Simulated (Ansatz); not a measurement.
## Bands of Sr

```
Sr
1.0
     4.31000    0.00000    0.00000
    -2.15500    3.73257    0.00000
     0.00000    0.00000    7.05000
Sr
2
Direct
  0.33333 0.66667 0.25000
  0.66667 0.33333 0.75000
```

Atoms are numbered in the order listed.

The cell is COD entry 1540836, as deposited and not checked against the literature; nothing was relaxed.

Theory: Ansatz 0.2.0, DFT, PBE, all-electron LAPW, Dirac equation with spin-orbit coupling.

Settings: a Γ-centred 10×10×5 k mesh, Fermi–Dirac smearing of 0.08 eV, basis error target 1 meV/atom, no spin polarisation.

Points in fractions of the reciprocal vectors of this cell: Γ (0, 0, 0), M (0.5, 0, 0), K (0.333, 0.333, 0), A (0, 0, 0.5), L (0.5, 0, 0.5), H (0.333, 0.333, 0.5). The path joins them by straight lines in the order Γ–M–K–Γ–A–L–H–A–L; legs that retrace an earlier one aren't tabulated. Energies are in eV from the Fermi level.

**Question.** Is there a gap?

**Answer.** None at this level of theory (metallic, semimetallic, or a small gap that the functional closes).

**Question.** List the levels between -20 and 0 eV at the symmetry points.

**Answer.** 
Γ: -19.40 (×2), -19.33 (×2), -18.29 (×2), -18.19 (×2), -18.17 (×4), -3.60 (×2), -1.12 (×2)
M: -19.42 (×2), -19.40 (×2), -18.29 (×4), -18.25 (×2), -18.20 (×2), -1.11 (×2), -0.55 (×2)
K: -19.41 (×4), -18.29 (×2), -18.28 (×2), -18.25 (×2), -18.24 (×2), -0.28 (×2), -0.23 (×2), -0.11 (×2)
A: -19.36 (×4), -18.23 (×4), -18.18 (×4), -2.69 (×4)
L: -19.41 (×4), -18.30 (×4), -18.21 (×4), -0.78 (×4)
H: -19.41 (×4), -18.31 (×2), -18.28 (×2), -18.25 (×2), -18.22 (×2)
